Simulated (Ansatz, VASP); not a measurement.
One calculation of SnTe, two programs

```xyz
2
Lattice="0.0000 3.1723 3.1565 3.1565 0.0000 3.1565 3.1565 3.1723 0.0000" Properties=species:S:1:pos:R:3 pbc="T T T"
Sn    0.0000    0.0000    0.0000
Te    3.1565    3.1723    3.1565
```

Change from the starting cell: strain +0.0050 x Voigt [0, 1, 0, 0, 0, 0], atoms carried along.

Alike in both runs: task single point; functional PBE; k mesh 10 × 10 × 10; occupations gaussian, width 0.03 eV; no spin polarisation.

```csv
,VASP,Ansatz
version,VASP 6.6.1,Ansatz 0.2.0
potentials or method,"VASP PAW PBE potentials, release 64 (Sn_d, Te)","scalar-relativistic, plane waves, PAW"
plane-wave cutoff (eV),520,420
valence electrons in the cell,20,30
```

```csv
,VASP,Ansatz,Ansatz less VASP
gap on the k mesh at the Fermi level (eV),0.07,0.07,-0.001
least direct gap on the mesh (eV),0.07,0.07,-0.001
pressure (GPa),1.7,1.8,+0.07
largest component of the traceless stress (GPa),0.43,0.43,0.000
```

With one functional, cell and mesh, what is left measures potentials, basis and numerics. The two sets of potentials don't hold the same shells in valence.

Caveats: spin-orbit coupling is left out, which moves the levels of the heavy elements.
